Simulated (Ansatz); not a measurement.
# TiO2 (Anatase) (I4_1/amd) in Ansatz: settings compared

Aim: see how the results for TiO2 (Anatase) move with the level of theory and the settings. Levels: r2SCAN, SVWN5. Tasks: relaxation of cell and atoms.

Program: Ansatz 0.2.0. These are calculated values, not measurements. Logs are shortened: lines on timing, memory, paths and dates and some standing lists are left out, and cuts for length are marked.

**1. The structure**

The structure is tetragonal, space group I4_1/amd (No. 141). Conventional cell: a = 3.784 Å, b = 3.784 Å, c = 9.515 Å, α = 90.00°, β = 90.00°, γ = 90.00°. Ti (site symmetry -4m2) has 6 O at 1.93 to 1.98 Å as nearest neighbours. Around O (site symmetry 2mm) lie 3 Ti at 1.93 to 1.98 Å.

**2. Relaxation of cell and atoms, r2SCAN**

The input, input.yaml:

```yaml
crystal:
  lattice:
    - [-1.8921, 1.8921, 4.7573]
    - [1.8921, -1.8921, 4.7573]
    - [1.8921, 1.8921, -4.7573]
  atoms:
    - { symbol: Ti, position: [0.75, 0.25, 0.5] }
    - { symbol: Ti, position: [0.0, 0.0, 0.0] }
    - { symbol: O, position: [0.7919, 0.7919, 0.0] }
    - { symbol: O, position: [0.5419, 0.0419, 0.5] }
    - { symbol: O, position: [0.9581, 0.4581, 0.5] }
    - { symbol: O, position: [0.2081, 0.2081, 0.0] }
hamiltonian:
  xc: r2scan
  pseudopotentials: { kind: paw }
kpoints:
  mp_grid: { grid: [10, 10, 10] }
scf:
  occupations: { method: fermi_dirac, width: 0.05 }
output:
  forces: true
  stress: true
relax:
  f_tol: 0.01
  max_steps: 40
  cell: { stress_tol: 0.05 }
```

Potentials or basis: Ansatz PAW.

Command:

```bash
ansatz run input.yaml --threads 2 --pin off --max-ram 5120MiB --backend cpu --events-out ev --progress --plain --runs-dir out
```

Output:

```text
Warning: RAYON_NUM_THREADS=2 ignored (pool sized by the plan → 2); use --threads N
basis.fft_grid_basis auto: the FFT boxes are laid along the combinations [[1, 0, 1], [0, 1, 1], [0, 0, 1]] of the cell's own vectors, 3.784, 3.784 and 5.458 Å long. The dense box has 30×30×40 points. Along the cell's own vectors, as sized, it would have 40×40×40, 1.78 times as many. Of the 16 symmetry operations that the crystal satisfies within crystal.symmetry.tolerance (time reversal apart; of a slab, those that keep its plane) the dense box along the cell's own vectors carries 16, and the one as laid loses 14 of those. basis.fft_grid_basis: typed keeps the cell's own vectors: state it where this run's energies or levels are differenced outside the engine with another run's, or held beside a run that keeps those vectors.
Engine: ansatz 0.2.0, x86_64-unknown-linux-gnu
Pseudopotentials: kind: paw
Pseudopotential: Ti, paw, valence charge 12, recommended cutoff 500 eV (meta_gga), Ti.paw.azcp
Pseudopotential: O, paw, valence charge 6, recommended cutoff 500 eV (meta_gga), O.paw.azcp
Functional definition: r2SCAN
  parameter k0 = 0.174
  parameter k1 = 0.065
  parameter a1 = 4.9479
  exchange = r2scan_x(k0 = k0, k1 = k1, a1 = a1)
  correlation = r2scan_c
Crystal: 6 atoms, lattice volume = 68.125 Å³
Basis set: ecut = 500 eV, 1693 PW (Γ), FFT grids on a1+a3, a2+a3, a3, exchange–correlation on 120×120×160 points (64 copies of the dense FFT grid, shifted against one another)
Bands: 30, of which v1, the nominal top of the filled ones, is band 24 counted from 1 (23 counted from 0)
Symmetry: 16 space group operations
Space group: I41/amd (ITA 141), of the structure as read, at distance tolerance 4.1e-5 Å
k-points: 102 of 1000
Non-local potential: Ti, projectors of the file, l = 0: 3, l = 1: 2, l = 2: 3, l = 3: 1
Non-local potential: O, projectors of the file, l = 0: 2, l = 1: 2, l = 2: 1
PAW form: soft (Blöchl's): semilocal exchange-correlation on the pseudo side does not see the compensation charge
PAW frozen core: Ti, regenerated for the run's functional (the file was generated under x = pbe(κ = 0.804, μ = 0.2195149727645171), c = pbe(β = 0.06672455060314922))
PAW frozen core: O, regenerated for the run's functional (the file was generated under x = pbe(κ = 0.804, μ = 0.2195149727645171), c = pbe(β = 0.06672455060314922))
PAW one-centre angular grid: Ti, 590 points (default); XC on 160 Gauss nodes
PAW one-centre angular grid: O, 302 points (default); XC on 160 Gauss nodes
Initial density: superposition of atomic densities (neutral atoms: chi_scale 0, normalization atom), corrected by the library's trained network
Initial wavefunctions: pseudopotential atomic-orbital guess
Functional: x = r2scan, c = r2scan; τ floored in thin density (d = 2e-4 eV/Å³)
SCF iter   1: F=—  HF=-7292.638885 eV  |F-HF|=—  |Δ(HF+E_count)|=         —  Δρ=2.70e-2  dr2=5.83e-1  dr2_τ=3.98e-1  ethr=1.77e-3  ⟨swp⟩=5.8  Hψ=12659  notcnv=0
preconditioner: auto → none  [insulator: Δε(μ)=3.039 eV  Ē_g=10.806 eV  σ=0.050 eV  W_gap=1.00  n_scr=14 (ndim 8)  ℏωp=25.4 eV  f_vac=0.101  D(μ)=0.00/eV (n_scr^D=0)  ε∞_Penn≈6.5]
SCF iter   2: F=—  HF=-7292.823160 eV  |F-HF|=—  |Δ(HF+E_count)|=   1.84e-1  Δρ=3.64e-2  dr2=8.54e-1  dr2_τ=1.02e-1  ethr=1.21e-3  ⟨swp⟩=2.9  Hψ=6889  notcnv=0  defer=172
SCF iter   3: F=—  HF=-7292.661523 eV  |F-HF|=—  |Δ(HF+E_count)|=   1.62e-1  Δρ=6.33e-3  dr2=1.09e-2  dr2_τ=1.29e-3  ethr=1.21e-3  ⟨swp⟩=2.0  Hψ=4554  notcnv=0  defer=172
SCF iter   4: F=—  HF=-7292.662535 eV  |F-HF|=—  |Δ(HF+E_count)|=   1.01e-3  Δρ=2.25e-3  dr2=3.78e-3  dr2_τ=2.45e-4  ethr=2.28e-5  ⟨swp⟩=2.7  Hψ=4870  notcnv=0  defer=70
automatic band count: iteration 4 solves 29 bands in place of 30: the levels show a gap, and the empty bands left out lie too high to hold charge; the band table lists the bands solved (type scf.n_extra_bands for more)
SCF iter   5: F=—  HF=-7292.661823 eV  |F-HF|=—  |Δ(HF+E_count)|=   7.12e-4  Δρ=2.95e-4  dr2=4.20e-5  dr2_τ=3.37e-6  ethr=7.87e-6  ⟨swp⟩=2.0  Hψ=4476  notcnv=0  defer=70
SCF iter   6: F=—  HF=-7292.661833 eV  |F-HF|=—  |Δ(HF+E_count)|=   9.26e-6  Δρ=3.82e-5  dr2=4.31e-7  dr2_τ=8.57e-8  ethr=8.74e-8  ⟨swp⟩=2.0  Hψ=4283  notcnv=0  defer=70
SCF iter   7: F=—  HF=-7292.661833 eV  |F-HF|=—  |Δ(HF+E_count)|=   3.18e-7  Δρ=2.81e-5  dr2=7.01e-7  dr2_τ=2.08e-8  ethr=2.08e-10  ⟨swp⟩=5.0  Hψ=10654  notcnv=0
SCF iter   8: F=-7292.661833 eV  HF=-7292.661833 eV  |F-HF|=3.47e-9  |Δ(HF+E_count)|=   1.25e-7  Δρ=2.24e-6  dr2=4.21e-9  dr2_τ=4.66e-11  ethr=2.08e-10  ⟨swp⟩=3.0  Hψ=11087  notcnv=0
SCF 1 converged in 8 iterations: F = -7292.661833 eV  dr2 = 4.21e-9
relax step   1: F+E_penalty+E_count = -7292.66183271 eV  Δ(F+E_penalty+E_count) = +0.000e0 eV  max|allowed force component| = 9.530e-3 eV/Å  Δτ_max = 0.0000 Å  P = +0.519 GPa  Ω = 68.125 Å³  (8 SCF iters, dr2 threshold 1.00e-7 eV, accepted)
Crystal: 6 atoms, lattice volume = 68.280 Å³
Initial density: handed on by an earlier stage of this run
Initial wavefunctions: those handed on with the density
iter 1 solved again at ethr=1.59e-7 eV; its pass at ethr=3.10e-3 eV (dr2=7.65e-5 eV) is discarded
SCF iter   1: F=—  HF=-7292.662167 eV  |F-HF|=—  |Δ(HF+E_count)|=         —  Δρ=3.87e-4  dr2=6.05e-5  dr2_τ=1.53e-3  ethr=1.59e-7  ⟨swp⟩=2.8  Hψ=17778  notcnv=0
automatic band count: iteration 1 solves 29 bands in place of 30: the levels show a gap, and the empty bands left out lie too high to hold charge; the band table lists the bands solved (type scf.n_extra_bands for more)
preconditioner: auto → none  [insulator: Δε(μ)=2.521 eV  Ē_g=10.169 eV  σ=0.050 eV  W_gap=1.00  n_scr=14 (ndim 8)  ℏωp=25.4 eV  f_vac=0.102  D(μ)=0.00/eV (n_scr^D=0)  ε∞_Penn≈7.2]
SCF iter   2: F=—  HF=-7292.662536 eV  |F-HF|=—  |Δ(HF+E_count)|=   3.70e-4  Δρ=2.31e-4  dr2=2.41e-5  dr2_τ=4.02e-6  ethr=1.26e-7  ⟨swp⟩=2.0  Hψ=5406  notcnv=0
SCF iter   3: F=—  HF=-7292.662537 eV  |F-HF|=—  |Δ(HF+E_count)|=   4.94e-7  Δρ=1.51e-4  dr2=1.38e-5  dr2_τ=1.31e-6  ethr=5.02e-8  ⟨swp⟩=2.1  Hψ=4587  notcnv=0
SCF iter   4: F=-7292.662536 eV  HF=-7292.662536 eV  |F-HF|=2.02e-8  |Δ(HF+E_count)|=   9.93e-7  Δρ=4.07e-5  dr2=5.60e-7  dr2_τ=1.35e-7  ethr=1.25e-9  ⟨swp⟩=3.4  Hψ=11658  notcnv=0
SCF 2 converged in 4 iterations: F = -7292.662536 eV  dr2 = 5.60e-7
relax step   2: F+E_penalty+E_count = -7292.66253588 eV  Δ(F+E_penalty+E_count) = -7.032e-4 eV  max|allowed force component| = 7.965e-3 eV/Å  Δτ_max = 0.0028 Å  P = +0.137 GPa  Ω = 68.280 Å³  energy of the carried Pulay correction = -9.422e-5 eV  (4 SCF iters, dr2 threshold 6.00e-7 eV, accepted)
Crystal: 6 atoms, lattice volume = 68.404 Å³
iter 1 solved again at ethr=2.24e-7 eV; its pass at ethr=3.10e-3 eV (dr2=1.07e-4 eV) is discarded
SCF iter   1: F=—  HF=-7292.662146 eV  |F-HF|=—  |Δ(HF+E_count)|=         —  Δρ=6.40e-4  dr2=1.09e-4  dr2_τ=4.16e-3  ethr=2.24e-7  ⟨swp⟩=3.0  Hψ=18790  notcnv=0
automatic band count: iteration 1 solves 29 bands in place of 30: the levels show a gap, and the empty bands left out lie too high to hold charge; the band table lists the bands solved (type scf.n_extra_bands for more)
preconditioner: auto → none  [insulator: Δε(μ)=2.536 eV  Ē_g=10.166 eV  σ=0.050 eV  W_gap=1.00  n_scr=14 (ndim 8)  ℏωp=25.4 eV  f_vac=0.103  D(μ)=0.00/eV (n_scr^D=0)  ε∞_Penn≈7.2]
SCF iter   2: F=—  HF=-7292.663022 eV  |F-HF|=—  |Δ(HF+E_count)|=   8.76e-4  Δρ=3.04e-4  dr2=2.66e-5  dr2_τ=3.28e-6  ethr=2.24e-7  ⟨swp⟩=2.0  Hψ=5406  notcnv=0
SCF iter   3: F=—  HF=-7292.663034 eV  |F-HF|=—  |Δ(HF+E_count)|=   1.16e-5  Δρ=1.97e-4  dr2=2.50e-5  dr2_τ=2.54e-6  ethr=5.54e-8  ⟨swp⟩=2.0  Hψ=4588  notcnv=0
SCF iter   4: F=—  HF=-7292.663031 eV  |F-HF|=—  |Δ(HF+E_count)|=   2.67e-6  Δρ=9.53e-5  dr2=5.88e-6  dr2_τ=6.67e-7  ethr=5.20e-8  ⟨swp⟩=2.0  Hψ=4539  notcnv=0
SCF iter   5: F=-7292.663030 eV  HF=-7292.663030 eV  |F-HF|=2.26e-7  |Δ(HF+E_count)|=   6.73e-7  Δρ=3.00e-5  dr2=4.04e-7  dr2_τ=1.67e-8  ethr=1.25e-9  ⟨swp⟩=3.1  Hψ=11253  notcnv=0
SCF 3 converged in 5 iterations: F = -7292.663030 eV  dr2 = 4.04e-7
relax step   3: F+E_penalty+E_count = -7292.66303001 eV  Δ(F+E_penalty+E_count) = -4.941e-4 eV  max|allowed force component| = 6.921e-3 eV/Å  Δτ_max = 0.0048 Å  P = -0.052 GPa  Ω = 68.404 Å³  energy of the carried Pulay correction = -1.687e-4 eV  (5 SCF iters, dr2 threshold 6.00e-7 eV, accepted)
Crystal: 6 atoms, lattice volume = 68.391 Å³
iter 1 solved again at ethr=1.40e-8 eV; its pass at ethr=3.10e-3 eV (dr2=6.74e-6 eV) is discarded
SCF iter   1: F=—  HF=-7292.663048 eV  |F-HF|=—  |Δ(HF+E_count)|=         —  Δρ=1.48e-4  dr2=9.85e-6  dr2_τ=3.75e-5  ethr=1.40e-8  ⟨swp⟩=3.1  Hψ=18018  notcnv=0
automatic band count: iteration 1 solves 29 bands in place of 30: the levels show a gap, and the empty bands left out lie too high to hold charge; the band table lists the bands solved (type scf.n_extra_bands for more)
preconditioner: auto → none  [insulator: Δε(μ)=2.542 eV  Ē_g=10.171 eV  σ=0.050 eV  W_gap=1.00  n_scr=14 (ndim 8)  ℏωp=25.4 eV  f_vac=0.102  D(μ)=0.00/eV (n_scr^D=0)  ε∞_Penn≈7.2]
SCF iter   2: F=—  HF=-7292.663067 eV  |F-HF|=—  |Δ(HF+E_count)|=   1.83e-5  Δρ=7.82e-5  dr2=3.17e-6  dr2_τ=3.90e-7  ethr=1.40e-8  ⟨swp⟩=2.0  Hψ=5406  notcnv=0
SCF iter   3: F=—  HF=-7292.663067 eV  |F-HF|=—  |Δ(HF+E_count)|=   1.51e-7  Δρ=6.90e-5  dr2=3.04e-6  dr2_τ=3.16e-7  ethr=6.60e-9  ⟨swp⟩=2.0  Hψ=4585  notcnv=0
SCF iter   4: F=—  HF=-7292.663066 eV  |F-HF|=—  |Δ(HF+E_count)|=   5.08e-7  Δρ=1.16e-5  dr2=4.39e-8  dr2_τ=7.07e-9  ethr=6.33e-9  ⟨swp⟩=2.0  Hψ=4032  notcnv=0
SCF iter   5: F=-7292.663066 eV  HF=-7292.663066 eV  |F-HF|=1.32e-9  |Δ(HF+E_count)|=   3.31e-8  Δρ=2.28e-6  dr2=1.50e-9  dr2_τ=4.75e-10  ethr=7.36e-11  ⟨swp⟩=4.1  Hψ=9895  notcnv=0
SCF 4 converged in 5 iterations: F = -7292.663066 eV  dr2 = 1.50e-9
relax step   4: F+E_penalty+E_count = -7292.66306621 eV  Δ(F+E_penalty+E_count) = -3.620e-5 eV  max|allowed force component| = 8.056e-4 eV/Å  Δτ_max = 0.0002 Å  P = -0.002 GPa  Ω = 68.391 Å³  energy of the carried Pulay correction = -1.600e-4 eV  (5 SCF iters, dr2 threshold 3.53e-8 eV, accepted)
Basis set: ecut = 500 eV, 1693 PW (Γ), FFT grids on a1+a3, a2+a3, a3, exchange–correlation on 120×120×180 points (64 copies of the dense FFT grid, shifted against one another)
Initial wavefunctions: pseudopotential atomic-orbital guess (no wavefunctions were taken with the density)
iter 1 solved again at ethr=6.88e-9 eV; its pass at ethr=3.10e-3 eV (dr2=3.30e-6 eV) is discarded
SCF iter   1: F=—  HF=-7292.663180 eV  |F-HF|=—  |Δ(HF+E_count)|=         —  Δρ=1.50e-4  dr2=2.95e-7  dr2_τ=1.98e-7  ethr=6.88e-9  ⟨swp⟩=3.8  Hψ=22179  notcnv=0
preconditioner: auto → none  [insulator: Δε(μ)=2.542 eV  Ē_g=10.312 eV  σ=0.050 eV  W_gap=1.00  n_scr=14 (ndim 8)  ℏωp=25.4 eV  f_vac=0.103  D(μ)=0.00/eV (n_scr^D=0)  ε∞_Penn≈7.1]
SCF iter   2: F=—  HF=-7292.663212 eV  |F-HF|=—  |Δ(HF+E_count)|=   3.21e-5  Δρ=7.48e-5  dr2=7.35e-8  dr2_τ=2.23e-6  ethr=6.14e-10  ⟨swp⟩=2.0  Hψ=4643  notcnv=0
SCF iter   3: F=—  HF=-7292.663215 eV  |F-HF|=—  |Δ(HF+E_count)|=   3.29e-6  Δρ=6.25e-6  dr2=2.46e-8  dr2_τ=2.61e-9  ethr=1.53e-10  ⟨swp⟩=2.0  Hψ=4684  notcnv=0
SCF iter   4: F=—  HF=-7292.663215 eV  |F-HF|=—  |Δ(HF+E_count)|=   5.42e-9  Δρ=8.21e-7  dr2=1.16e-10  dr2_τ=1.54e-10  ethr=5.13e-11  ⟨swp⟩=2.0  Hψ=4117  notcnv=0
SCF iter   5: F=-7292.663215 eV  HF=-7292.663215 eV  |F-HF|=3.09e-11  |Δ(HF+E_count)|=  2.35e-10  Δρ=3.61e-7  dr2=2.16e-11  dr2_τ=1.18e-11  ethr=1.00e-12  ⟨swp⟩=4.9  Hψ=10272  notcnv=0
SCF 5 converged in 5 iterations: F = -7292.663215 eV  dr2 = 2.16e-11
relax step   5: F+E_penalty+E_count = -7292.66321541 eV  Δ(F+E_penalty+E_count) = -1.492e-4 eV  max|allowed force component| = 8.110e-4 eV/Å  Δτ_max = 0.0000 Å  P = -0.003 GPa  Ω = 68.391 Å³  stress off target by 8.89e-3 GPa  SCF on the basis re-selected at this cell (its energy is not comparable with the rows above)  (5 SCF iters)
basis re-selected at this cell: Δ(F+E_penalty+E_count) = -1.492e-4 eV, ΔP = -0.001 GPa vs the last step (what re-selecting the basis moved, of the pressure what is left beyond the Pulay correction that the steps carried, after the strain that the cell walked since its last selection, with what the two solves' SCF thresholds leave and, on support functions, any second-order correction that the steps lacked; it is no measure of the basis error at this ecutwfc). The dense FFT grid was sized anew with the basis: this SCF ran on 30×30×45 points, the steps before it on 30×30×40, so part of this shift can come from that change (see relax.cell in the input reference). This SCF's stress stands 8.89e-3 GPa from its target on what of the cell is left free (relax.cell.stress_tol is 5.00e-2 GPa) and its largest allowed force component is 8.11e-4 eV/Å (relax.f_tol is 1.00e-2 eV/Å): within both
SCF converged after 5 iterations
Free energy (F): -7292.663215 eV
Harris-Foulkes:  -7292.663215 eV  (|F-HF|=3.09e-11)
Internal energy: -7292.663215 eV  (E = F + TS)
E sigma→0 (E₀):  -7292.663215 eV
Fermi energy:    8.227433 eV
--- Per-component energies (eV) ---
  E_band       = -507.920751
  E_kinetic    = 1251.719033
  E_local      = -3571.189277  (includes V_loc(G=0)·N_el)
  E_nonlocal   = 191.964097
  E_hartree    = 1382.683000
  E_xc         = -482.714452
  E_vxc        = -693.317412  (∫ρ·V_xc dr)
  E_paw        = -2747.617630  (= ΣΔE_a)
  E_vpaw       = -498.329509  (= ΣTr[D̂ρ^β])
  E_aug_tail   = 0.004417  (compensation charges beyond the density's cutoff)
  E_vtau       = 45.861822  (kinetic-family band-sum trace: ∫τ·v_τ [+ j·A + Jᵃ·Aᵃ] dr)
  E_ewald      = -3316.877725
  E_core_change = -0.634678  (= ΣΔE_core)
  E_smearing   = -0.000000  (= −TS)
  E_closure    = 0.000000  (closes the sum)
  Σ components = -7292.663215   (vs F -7292.663215, Δ=0.00e0)
--- Forces (eV/Å), atoms counted from 1 ---
  atom   1  Ti     0.00000000     0.00000000     0.00000000
  atom   2  Ti    -0.00000000     0.00000000     0.00000000
  atom   3  O      0.00000000    -0.00000000     0.00081104
  atom   4  O      0.00000000     0.00000000     0.00081104
  atom   5  O      0.00000000    -0.00000000    -0.00081104
  atom   6  O      0.00000000    -0.00000000    -0.00081104
  max |Σ_I F_I| component: 1.13e-17 eV/Å
--- Stress (GPa, compression-positive) ---
       -0.000306      -0.000000       0.000000
       -0.000000      -0.000306       0.000000
       -0.000000      -0.000000      -0.008885
  P = ⅓ Tr σ = -0.0032 GPa (-0.032 kbar)
--- Relaxed structure (4 steps of the walk, 4 accepted, 1 SCFs on fresh bases) ---
  F+E_penalty+E_count = -7292.66321541 eV   max|allowed force component| = 8.110e-4 eV/Å   (the final SCF, on the basis selected at the relaxed cell)
  cell:  # Å, volume = 68.3912 Å³
    - [-1.8889680515014404, 1.8889680515014404, 4.791712817023298]
    - [1.8889680515014404, -1.8889680515014404, 4.791712817023298]
    - [1.8889680515014404, 1.8889680515014404, -4.791712817023298]
  atoms:
    - { symbol: Ti, position: [0.7499999999999999, 0.25, 0.5] }
    - { symbol: Ti, position: [-2.848785478331997e-20, -2.8487854783319985e-20, -4.0025993715436425e-35] }
    - { symbol: O, position: [0.792718073511635, 0.792718073511635, 6.096674539437335e-35] }
    - { symbol: O, position: [0.5427180735116351, 0.04271807351163496, 0.5000000000000001] }
    - { symbol: O, position: [0.9572819264883649, 0.45728192648836496, 0.5] }
    - { symbol: O, position: [0.20728192648836505, 0.20728192648836505, -1.9350314842561973e-35] }
```

Wall time 35 s (2 threads of Intel Xeon 6975P-C (Granite Rapids), shared host); peak memory 0.69 GiB.

What came out:

```
Free energy                            : -7292.6632 eV
Relaxed volume                         : 11.40 Å³/atom
Relaxed cell                           : a = 5.486 Å, b = 5.486 Å, c = 5.486 Å, α = 139.72°, β = 139.72°, γ = 58.28°
Space group after relaxing (to 0.05 Å) : I4_1/amd (No. 141)
Energy gained by relaxing              : 0.2 meV/atom
Ionic steps                            : 5
Pressure after relaxing                : 0.0 GPa
Band gap on the k mesh                 : 2.54 eV
```

The path:
```
step  energy change (eV)  largest force (eV/Å)  volume (Å³)
   1              0.0000                0.0095        68.13
   2             -0.0007                0.0080        68.28
   3             -0.0012                0.0069        68.40
   4             -0.0012                0.0008        68.39
   5             -0.0014                0.0008        68.39
```

Final structure:
```xyz
6
Lattice="-1.8890 1.8890 4.7917 1.8890 -1.8890 4.7917 1.8890 1.8890 -4.7917" Properties=species:S:1:pos:R:3 pbc="T T T"
Ti    0.0000    1.8890    2.3959
Ti    0.0000    0.0000    0.0000
O     0.0000    0.0000    7.5970
O     0.0000    1.8890    0.4094
O     0.0000    1.8890    4.3823
O     0.0000    0.0000    1.9865
```

Caveat: the plane-wave basis is chosen anew once the cell has moved, so the energies of steps on either side of that aren't comparable; the PAW data sets come from PBE, with cores solved anew for the run's functional, which leaves a small shift of forces and pressure.

**3. Relaxation of cell and atoms, SVWN5**

Edit input.yaml of step 2 so:

```diff
@@ -13,3 +13,3 @@
 hamiltonian:
-  xc: r2scan
+  xc: { exchange: slater, correlation: vwn5 }
   pseudopotentials: { kind: paw }
@@ -22,2 +22,6 @@
   stress: true
+  write_density: true
+  write_potential: true
+  elf: true
+  volumetric_format: npy
 relax:
```

Potentials or basis: Ansatz PAW.

Command:

```bash
ansatz run input.yaml --threads 2 --pin off --max-ram 5120MiB --backend cpu --events-out ev --progress --plain --runs-dir out
```

Run time: 27 s. Hardware: 2 threads of Intel Xeon 6975P-C (Granite Rapids), shared host; peak memory 0.49 GiB.

Results (log left out):

- Free energy: -7131.1956 eV
- Relaxed volume: 11.01 Å³/atom
- Relaxed cell: a = 5.416 Å, b = 5.416 Å, c = 5.416 Å, α = 139.62°, β = 139.62°, γ = 58.44°
- Space group after relaxing (to 0.05 Å): I4_1/amd (No. 141)
- Energy gained by relaxing: 7.7 meV/atom
- Ionic steps: 8
- Pressure after relaxing: 0.0 GPa
- Band gap on the k mesh: 2.10 eV, indirect (least direct gap 2.44 eV)

The path:
| step | energy change (eV) | largest force (eV/Å) | volume (Å³) |
| --- | --- | --- | --- |
| 1 | 0.0000 | 0.1256 | 68.13 |
| 2 | -0.0491 | 0.0211 | 66.67 |
| 3 | -0.0565 | 0.0086 | 66.09 |
| 4 | -0.0564 | 0.0026 | 66.12 |
| 5 | -0.0563 | 0.0047 | 66.14 |
| 6 | -0.0461 | 0.0052 | 66.14 |
| 7 | -0.0466 | 0.0003 | 66.07 |
| 8 | -0.0462 | 0.0003 | 66.07 |

Final structure:
```
CELL_PARAMETERS angstrom
-1.86936 1.86936 4.72689
1.86936 -1.86936 4.72689
1.86936 1.86936 -4.72689
ATOMIC_POSITIONS crystal
Ti 0.75000 0.25000 0.50000
Ti 0.00000 0.00000 0.00000
O 0.79202 0.79202 0.00000
O 0.54202 0.04202 0.50000
O 0.95798 0.45798 0.50000
O 0.20798 0.20798 0.00000
```

Levels at points of the mesh, in eV from the valence-band top:
```
              k point  band 22  band 23  band 24  band 25  band 26  band 27
   (0.00, 0.00, 0.00)    -0.75    -0.50    -0.50     2.10     2.90     4.13
  (0.00, 0.00, -0.50)    -2.16    -0.03    -0.03     3.44     3.44     3.96
  (0.00, -0.50, 0.00)    -1.02    -0.80    -0.64     3.32     3.67     3.68
(-0.50, -0.50, -0.50)    -1.27    -0.10    -0.10     2.49     2.49     3.90
```

Caveat: the plane-wave basis is chosen anew once the cell has moved, so the energies of steps on either side of that aren't comparable; the pressure holds a Pulay correction of +1.0 GPa for the finite cutoff; the PAW data sets come from PBE, with cores solved anew for the run's functional, which leaves a small shift of forces and pressure. A k mesh can miss the band edges.
